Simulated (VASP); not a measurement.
# PbS: molecular dynamics at constant energy

PbS, Pm-3m (no. 221), 8 atoms in the cell. PBE, molecular dynamics; PAW potentials Pb, S (PBE set).

Ensemble: NVE; Starting temperature (K): 600.

## Input

INCAR:
```
SYSTEM = PbS
ALGO = Normal ; ANDERSEN_PROB = 0.0
EDIFF = 1E-6 ; ENCUT = 260
GGA = PE ; IBRION = 0
ISIF = 2 ; ISMEAR = 0
ISYM = 0 ; KPAR = 2
LASPH = .TRUE. ; LCHARG = .FALSE.
LREAL = Auto ; LWAVE = .FALSE.
MDALGO = 1 ; NELM = 60
NELMIN = 4 ; NSW = 60
POTIM = 2.0 ; PREC = Normal
RANDOM_SEED = 997251 0 0 ; SIGMA = 0.05
TEBEG = 600
```

KPOINTS:
```
k-points
0
Gamma
  3 3 1
```

POSCAR:
```
PbS
1.0
    3.6536590000      0.0000000000      0.0000000000
    0.0000000000      3.6536590000      0.0000000000
    0.0000000000      0.0000000000     14.6146360000
Pb S
4 4
Direct
    0.0000000000      0.0000000000      0.0000000000
    0.0000000000      0.0000000000      0.2500000000
    0.0000000000      0.0000000000      0.5000000000
    0.0000000000      0.0000000000      0.7500000000
    0.5000000000      0.5000000000      0.1250000000
    0.5000000000      0.5000000000      0.3750000000
    0.5000000000      0.5000000000      0.6250000000
    0.5000000000      0.5000000000      0.8750000000
```

Commands:
```
cat potpaw_PBE.64/Pb/POTCAR potpaw_PBE.64/S/POTCAR > POTCAR
mpirun -np 2 vasp_std > vasp.out
```

## Result

- Rise of the mean potential energy above the start (meV/atom): 6.2
- Mean temperature (K): 545
- Electronic steps per ionic step after the first: 4.1

Course of the run:

| Time (fs) | Temperature (K) | Potential energy less the first (meV/atom) |
|---|---|---|
| 2 | 600 | 0.0 |
| 12 | 595 | 0.6 |
| 20 | 583 | 2.0 |
| 30 | 564 | 4.1 |
| 38 | 548 | 5.9 |
| 48 | 523 | 8.7 |
| 56 | 500 | 11.3 |
| 66 | 486 | 12.9 |
| 74 | 503 | 10.9 |
| 84 | 546 | 6.0 |
| 92 | 557 | 4.7 |
| 102 | 533 | 7.4 |
| 110 | 535 | 7.3 |
| 120 | 603 | -0.4 |

REPORT:
```
MDALGO =   1
         ANDERSEN_PROB =  0.00000000
               SCALING =       0
                 CNEXP =     9.000   14.000
           RANDOM_SEED =            997251                0                0

   original number of atomic DOF:         21
   number of independent constraints:      0
   number of active DOF:                  21

========================================
         MD step No.       1
========================================

  Atomic velocities initialized by STEP_tb

  >Energies
                    E_tot             E_pot             E_kin               EPS                ES
   e_b>   -0.32417390E+02   -0.32960286E+02    0.54289537E+00    0.00000000E+00    0.00000000E+00

  >Temperature
               T_sim     T_inst
   tmprt>    600.000    600.000

  >Thermostat, num. of collisions:                0

           RANDOM_SEED =            997251               96                0

[... steps left out ...]

========================================
         MD step No.      60
========================================

  >Energies
                    E_tot             E_pot             E_kin               EPS                ES
   e_b>   -0.32418216E+02   -0.32963620E+02    0.54540375E+00    0.00000000E+00    0.00000000E+00

  >Temperature
               T_sim     T_inst
   tmprt>    600.000    602.772

  >Thermostat, num. of collisions:                0

           RANDOM_SEED =            997251             2928                0
```

OSZICAR:
```
N       E                     dE             d eps       ncg     rms          rms(c)
DAV:   1     0.144716098602E+03    0.14472E+03   -0.10149E+04   250   0.740E+02
DAV:   2    -0.212342095133E+02   -0.16595E+03   -0.16130E+03   336   0.164E+02
DAV:   3    -0.353897753250E+02   -0.14156E+02   -0.14096E+02   311   0.542E+01
DAV:   4    -0.357165009053E+02   -0.32673E+00   -0.32642E+00   332   0.887E+00
DAV:   5    -0.357211635800E+02   -0.46627E-02   -0.46606E-02   316   0.114E+00    0.153E+01
DAV:   6    -0.329712410565E+02    0.27499E+01   -0.84861E+00   279   0.104E+01    0.982E+00
DAV:   7    -0.329787489722E+02   -0.75079E-02   -0.19214E+00   337   0.480E+00    0.706E+00
DAV:   8    -0.329638680397E+02    0.14881E-01   -0.78973E-02   299   0.131E+00    0.359E+00
DAV:   9    -0.329601086064E+02    0.37594E-02   -0.25598E-02   331   0.636E-01    0.133E+00
DAV:  10    -0.329604081977E+02   -0.29959E-03   -0.10042E-03   324   0.165E-01    0.591E-01
DAV:  11    -0.329602687276E+02    0.13947E-03   -0.10525E-03   314   0.119E-01    0.148E-01
DAV:  12    -0.329602838448E+02   -0.15117E-04   -0.10588E-04   308   0.505E-02    0.245E-02
[... left out ...]
     58 T=   569. E= -.32418155E+02 F= -.32932764E+02 E0= -.32932764E+02  EK= 0.51461E+00 SP= 0.00E+00 SK= 0.00E+00
     59 T=   585. E= -.32418180E+02 F= -.32947508E+02 E0= -.32947508E+02  EK= 0.52933E+00 SP= 0.00E+00 SK= 0.00E+00
[... last step whole ...]
       N       E                     dE             d eps       ncg     rms          rms(c)
DAV:   1    -0.329636104688E+02   -0.16103E-01   -0.18379E-02   413   0.145E+00    0.171E-02
DAV:   2    -0.329636203810E+02   -0.99122E-05   -0.11965E-04   269   0.626E-02    0.116E-02
DAV:   3    -0.329636204079E+02   -0.26918E-07   -0.24886E-06   275   0.907E-03    0.637E-03
DAV:   4    -0.329636202427E+02    0.16520E-06   -0.48665E-07   156   0.414E-03
     60 T=   603. E= -.32418216E+02 F= -.32963620E+02 E0= -.32963620E+02  EK= 0.54540E+00 SP= 0.00E+00 SK= 0.00E+00
```

Limits: 120 fs of 8 atoms are too short for converged averages; the cell is only 3.7 Å across, so each atom moves in step with near copies of itself.

VASP 6.6.1 took 168 s on 2 cores (Intel Xeon Platinum 8259CL @ 2.50GHz (Skylake/Cascade Lake)), a shared host.
